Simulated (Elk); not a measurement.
## LiBr: optical spectrum from first principles

Wanted: where LiBr starts to absorb, how strongly, and its refractive index.

Method: DFT, PBE, all-electron APW+lo, Dirac cores, scalar-relativistic bands, independent-particle optical response without local fields, in Elk 11.2.3 (patched build).

## 1. The starting structure

It takes space group Fm-3m (No. 225, cubic). Conventional cell: a = 5.501 Å, b = 5.501 Å, c = 5.501 Å, α = 90.00°, β = 90.00°, γ = 90.00°. Br has 6 Li at 2.75 Å nearest. Nearest to Li lie 6 Br at 2.75 Å. Farther neighbours and most contacts between anions are not listed.

## 2. Ground state

First the ground state: is it a metal or has it a gap?

This step: DFT, PBE, all-electron APW+lo, Dirac cores, scalar-relativistic bands, ground state (Elk 11.2.3 (patched build)).

elk.in reads:

```
tasks
  0
  120

xctype
  20

nempty
  14

lorbcnd
  .true.

rgkmax
  7.0

swidth
  0.0018375

maxscl
  100

epsengy
  1e-05

sppath
  './'

avec
  0.000000000000 5.197975164702 5.197975164702
  5.197975164702 0.000000000000 5.197975164702
  5.197975164702 5.197975164702 0.000000000000

atoms
  2
  'Br.in'
  1
  0.500000000000 0.500000000000 0.500000000000   0.000 0.000 0.000
  'Li.in'
  1
  0.000000000000 0.000000000000 0.000000000000   0.000 0.000 0.000

ngridk
  11 11 11
```

Run with:

```
OMP_NUM_THREADS=4 elk
```

Numbers of over 12 decimals in the logs are rounded to 6 here.

What it wrote:

```text
┌─────────────────────────┐
│ Elk code version 11.2.3 │
└─────────────────────────┘

All units are atomic (Hartree, Bohr, etc.)

┌─────────────────────────────────────────────────┐
│ Ground-state run starting from atomic densities │
└─────────────────────────────────────────────────┘

Lattice vectors :
   0.000000000       5.197975165       5.197975165
   5.197975165       0.000000000       5.197975165
   5.197975165       5.197975165       0.000000000

Reciprocal lattice vectors :
 -0.6043877768      0.6043877768      0.6043877768
  0.6043877768     -0.6043877768      0.6043877768
  0.6043877768      0.6043877768     -0.6043877768

Unit cell volume      :    280.8876186
Brillouin zone volume :   0.8830941522

Muffin-tin inner radius fraction :   0.1000000000E-01

Nuclei treated as point charges

Species : 1 (Br)
 parameters loaded from : Br.in
 name : bromine
 nuclear charge    :   -35.00000000
 electronic charge :    35.00000000
 atomic mass :    145656.0816
 muffin-tin radius :    2.400000000
 number of radial points in muffin-tin :    993
 inner part over the whole radius :   0.9934012010E-02
 number on inner part of muffin-tin    :    703
 approximate nuclear radius :   0.7858070945E-04
 number of mesh points to nuclear radius :    344
 atomic positions (lattice), magnetic fields (Cartesian) :
  1 :   0.00000000  0.00000000  0.00000000    0.00000000  0.00000000  0.00000000

Species : 2 (Li)
 parameters loaded from : Li.in
 name : lithium
 nuclear charge    :   -3.000000000
 electronic charge :    3.000000000
 atomic mass :    12652.66898
 muffin-tin radius :    1.800000000
 number of radial points in muffin-tin :    593
 inner part over the whole radius :   0.9806707936E-02
 number on inner part of muffin-tin    :    401
 approximate nuclear radius :   0.4000070961E-04
 number of mesh points to nuclear radius :    148
 atomic positions (lattice), magnetic fields (Cartesian) :
  1 :   0.50000000  0.50000000  0.50000000    0.00000000  0.00000000  0.00000000

Total number of atoms per unit cell :    2
Total muffin-tin volume :    82.33486027
 ratio of muffin-tin to unit cell volume :   0.2931238503

Spin treatment :
 spin-unpolarised

Number of Bravais lattice symmetries :   48
Number of crystal symmetries         :   48
Crystal has inversion symmetry
Real symmetric eigensolver will be used

k-point grid :     11    11    11
k-point offset :    0.000000000       0.000000000       0.000000000
k-point set is reduced with full crystal symmetry group
Total number of k-points :       56

Muffin-tin radius times maximum |G+k| :    7.000000000
 using average radius
Maximum |G+k| for APW functions       :    3.333333333
Maximum (1/2)|G+k|²                   :    5.555555556
Maximum |G| for potential and density :    12.00000000
Constant for pseudocharge density :    7
 order of it for each species :   14  14
 order of it for pair densities of each species (exact exchange by exxq0 0: 14) :   13   5
Radial integration step length :    1

G-vector grid sizes :     30    30    30
Number of G-vectors :     8099

Maximum angular momentum used for
 APW functions            :    8
 outer part of muffin-tin :    6
 inner part of muffin-tin :    2

Total nuclear charge    :   -38.00000000
Total core charge       :    18.00000000
Total valence charge    :    20.00000000
Total excess charge     :    0.000000000
Total electronic charge :    38.00000000

Effective Wigner radius, rₛ :    1.208426193

Number of empty states         :     28
Total number of valence states :     39
Total number of core states    :     18

Conduction state local-orbitals added automatically
Third-order local-orbitals added for an l without core states : F
Total number of local-orbitals :    118

Exchange-correlation functional :     20     0     0
 Perdew-Burke-Ernzerhof, Phys. Rev. Lett. 77, 3865 (1996)
 gradient requirement :    1
 generalised gradient approximation (GGA)

Smearing type :    3
 Fermi-Dirac
Smearing width :   0.1837500000E-02
Effective electronic temperature (K) :    580.2366081

Mixing type :    3
 Broyden mixing, J. Phys. A: Math. Gen. 17, L317 (1984)

Kohn-Sham potential initialised from atomic data

┌──────────────────────────────┐
│ Self-consistent loop started │
└──────────────────────────────┘

┌─────────────────┐
│ Loop number : 1 │
└─────────────────┘

Energies :
 Fermi                       :    -0.29433517593493E-01
 sum of occupied eigenvalues :     -1522.2725507846
 electron kinetic            :      2680.3085063669
 core electron kinetic       :      2436.0062855841
 Coulomb                     :     -5200.6528035799
 Coulomb potential           :     -4076.2578952143
 nuclear-nuclear             :     -283.11811424678
 electron-nuclear            :     -5762.5454141293
 Hartree                     :      845.01072479619
 Madelung                    :     -3162.5238559727
 xc potential                :     -126.32316193718
 exchange                    :     -92.420563015504
 correlation                 :     -1.796272
 electron entropic           :    -0.41170577626894E-11
 total energy                :     -2614.5611324046

Density of states at Fermi energy :   0.5443063055E-07
 (states/Hartree/unit cell)

Estimated indirect band gap :   0.1775423231
 from k-point 16 to k-point 1
Estimated direct band gap   :   0.1776801057
 at k-point 1

Charges :
 core                        :    18.00000000
 valence                     :    20.00000000
 interstitial                :    2.388063522
 muffin-tins (core leakage)
  species : 1 (Br)
   atom 1                    :    33.52725139     (  0.2292870442E-04)
  species : 2 (Li)
   atom 1                    :    2.084685092     (   0.000000000    )
 total in muffin-tins        :    35.61193648
 total calculated charge     :    37.99997955
 total charge                :    38.00000000
 error                       :   0.2044573702E-04

┌─────────────────┐
│ Loop number : 2 │
└─────────────────┘

Energies :
 Fermi                       :    -0.28592671532644E-01
 sum of occupied eigenvalues :     -1522.2373427909
 electron kinetic            :      2678.5571226162
 core electron kinetic       :      2435.0562061100
 Coulomb                     :     -5200.6483809716
 Coulomb potential           :     -4076.2535072096
 nuclear-nuclear             :     -283.11811424678
 electron-nuclear            :     -5762.5404089871
 Hartree                     :      845.01014226222
 Madelung                    :     -3162.5216273668
 xc potential                :     -124.54095819745
 exchange                    :     -92.420481269538
 correlation                 :     -1.796271
 electron entropic           :    -0.41170527504512E-11
 total energy                :     -2616.3080104461

Density of states at Fermi energy :   0.5442968469E-07
 (states/Hartree/unit cell)

Estimated indirect band gap :   0.1775861273
 from k-point 16 to k-point 1
Estimated direct band gap   :   0.1777242375
 at k-point 1

Charges :
 core                        :    18.00000000
 valence                     :    20.00000000
 interstitial                :    2.387798635
 muffin-tins (core leakage)
  species : 1 (Br)
   atom 1                    :    33.52751230     (  0.2292996546E-04)
  species : 2 (Li)
   atom 1                    :    2.084689061     (   0.000000000    )
 total in muffin-tins        :    35.61220137
 total calculated charge     :    37.99997955
 total charge                :    38.00000000
 error                       :   0.2044886777E-04

RMS change in Kohn-Sham potential (target) :    10.46646639     (  0.1000000000E-05)
Absolute change in total energy (target)   :    1.746878041     (  0.1000000000E-04)

[... 12 loops left out ...]

┌──────────────────┐
│ Loop number : 15 │
└──────────────────┘

Energies :
 Fermi                       :     0.69699238141913E-01
 sum of occupied eigenvalues :     -1518.2380296024
 electron kinetic            :      2680.2310303249
 core electron kinetic       :      2435.7615084946
 Coulomb                     :     -5200.3026147155
 Coulomb potential           :     -4075.8757478123
 nuclear-nuclear             :     -283.11811424678
 electron-nuclear            :     -5762.1600844828
 Hartree                     :      844.97558401401
 Madelung                    :     -3162.3647408094
 xc potential                :     -122.59331211496
 exchange                    :     -92.415210264937
 correlation                 :     -1.796193
 electron entropic           :    -0.41231216668935E-11
 total energy                :     -2614.2829871698

Density of states at Fermi energy :   0.5442938305E-07
 (states/Hartree/unit cell)

Estimated indirect band gap :   0.1814194211
 from k-point 16 to k-point 1
Estimated direct band gap   :   0.1816053867
 at k-point 1

Charges :
 core                        :    18.00000000
 valence                     :    20.00000000
 interstitial                :    2.364308261
 muffin-tins (core leakage)
  species : 1 (Br)
   atom 1                    :    33.54963375     (  0.2302101448E-04)
  species : 2 (Li)
   atom 1                    :    2.086057988     (   0.000000000    )
 total in muffin-tins        :    35.63569174
 total calculated charge     :    37.99997924
 total charge                :    38.00000000
 error                       :   0.2075842707E-04

RMS change in Kohn-Sham potential (target) :   0.1835602429E-06 (  0.1000000000E-05)
Absolute change in total energy (target)   :   0.7958794868E-05 (  0.1000000000E-04)

Convergence targets achieved

┌──────────────────┐
│ Loop number : 16 │
└──────────────────┘

Energies :
 Fermi                       :     0.69699241652555E-01
 sum of occupied eigenvalues :     -1518.2380296366
 electron kinetic            :      2680.2310304622
 core electron kinetic       :      2435.7615085438
 Coulomb                     :     -5200.3026150350
 Coulomb potential           :     -4075.8757480980
 nuclear-nuclear             :     -283.11811424678
 electron-nuclear            :     -5762.1600848316
 Hartree                     :      844.97558404342
 Madelung                    :     -3162.3647409860
 xc potential                :     -122.59331200084
 exchange                    :     -92.415210271268
 correlation                 :     -1.796193
 electron entropic           :    -0.41231216668935E-11
 total energy                :     -2614.2829873584

Density of states at Fermi energy :   0.5442938234E-07
 (states/Hartree/unit cell)

Estimated indirect band gap :   0.1814194181
 from k-point 16 to k-point 1
Estimated direct band gap   :   0.1816053837
 at k-point 1

Charges :
 core                        :    18.00000000
 valence                     :    20.00000000
 interstitial                :    2.364308279
 muffin-tins (core leakage)
  species : 1 (Br)
   atom 1                    :    33.54963373     (  0.2302101462E-04)
  species : 2 (Li)
   atom 1                    :    2.086057990     (   0.000000000    )
 total in muffin-tins        :    35.63569172
 total calculated charge     :    37.99997924
 total charge                :    38.00000000
 error                       :   0.2075842718E-04

┌──────────────────────────────┐
│ Self-consistent loop stopped │
└──────────────────────────────┘

Wrote STATE.OUT
```

It took 8.3 s on 4 threads of Arm Neoverse V2, shared host; peak memory 0.1 GiB.

Numbers from this step:

| Property | Result |
| --- | --- |
| total energy | -2614 Ha |
| Fermi energy | 1.897 eV |
| DOS at the Fermi level | 2.00e-9 states/eV/cell |
| gap on the k-mesh | 4.937 eV |
| direct gap on the mesh | 4.942 eV |

There is a gap, 4.94 eV on this mesh (points off the mesh can give less), so no carriers' term is needed.

## 3. Independent particles

The spectrum is a sum over vertical transitions between filled and empty bands at the fixed density, so many empty bands are needed.

This step: DFT, PBE, all-electron APW+lo, Dirac cores, scalar-relativistic bands, independent-particle optical response without local fields (Elk 11.2.3 (patched build)).

Edit elk.in of step 2 so:

```diff
@@ -1,4 +1,6 @@
 tasks
-  0
-  120
+  121
+
+optcomp
+  1 1
 
@@ -17,9 +19,7 @@
 swidth
-  0.0018375
+  0.0055124
 
-maxscl
-  100
-
-epsengy
-  1e-05
+wplot
+  400 100 0
+  0.0 0.80849
```

Run with:

```
OMP_NUM_THREADS=4 elk
```

What it wrote:

```text
┌─────────────────────────────────┐
│ Elk code version 11.2.3 started │
└─────────────────────────────────┘

Info(readinput): the functional depends on the density's gradient
 muffin-tin radial points multiplied by    2.00000
 (not where nrmtscf is given)

┌────────────────────┐
│ Current task : 121 │
└────────────────────┘

Info(findsymcrys): atomic basis shift (lattice) :
  0.5000000000      0.5000000000      0.5000000000
See GEOMETRY.OUT for new atomic positions

Info(dielectric):
 dielectric tensor written to EPSILON_ij.OUT
 optical conductivity written to SIGMA_ij.OUT
 for components
  i = 1, j = 1

┌──────────────────┐
│ Elk code stopped │
└──────────────────┘
```

Wall time 1.6 s (4 threads); peak memory 0.04 GiB; 6.2 s of CPU time.

This step gave:

```
electronic dielectric constant ε∞, mean over x, y and z (by symmetry where fewer were run) : 3.727
main peak of Im epsilon, first axis                                                        : 7.711 eV
```

The Im ε, E ∥ x has structure finer than the step of the table below, so its rows give means over 0.5 eV, whole bins alone (the curve runs from 0 to 21.9 eV). Peaks (eV: height): 7.04: 6.13, 7.70: 8.43, 8.80: 7.98.

Values under the direct gap are tails of Lorentzian lines. Table of Im ε, E ∥ x by photon energy; means over each step:

```
photon energy (eV)  Im ε, E ∥ x
               0.5      0.00615
               1.0       0.0127
               1.5       0.0199
               2.0       0.0284
               2.5       0.0391
               3.0       0.0533
               3.5       0.0737
               4.0        0.107
               4.5        0.177
               5.0        0.455
               5.5         1.14
               6.0         2.88
               6.5         4.55
               7.0         5.08
               7.5         7.04
               8.0         5.51
               8.5         6.35
               9.0         7.27
               9.5         5.98
              10.0         4.68
              10.5         4.01
              11.0         3.08
              11.5         2.23
              12.0         1.75
              12.5         1.17
              13.0        0.907
              13.5        0.846
              14.0        0.687
              14.5        0.750
              15.0        0.741
              15.5        0.628
              16.0        0.689
              16.5        0.662
              17.0        0.676
              17.5        0.583
              18.0        0.565
              18.5        0.707
              19.0        0.612
              19.5        0.555
              20.0        0.370
              20.5        0.317
              21.0        0.264
              21.5        0.222
```

(Part 1 of 2 ends here.)

[Machine, clock and banner lines and Python warnings are left out of the logs.]

[Logs are printed without paths, hosts, clocks, repeated set-up lines and the standing remarks that a program may print on its own settings, such as how far it seeks lower states.]

[Hosts, paths, dates, database ids (printed as entryN), source tags and the programs' standing remarks are cut or masked in the printed files.]
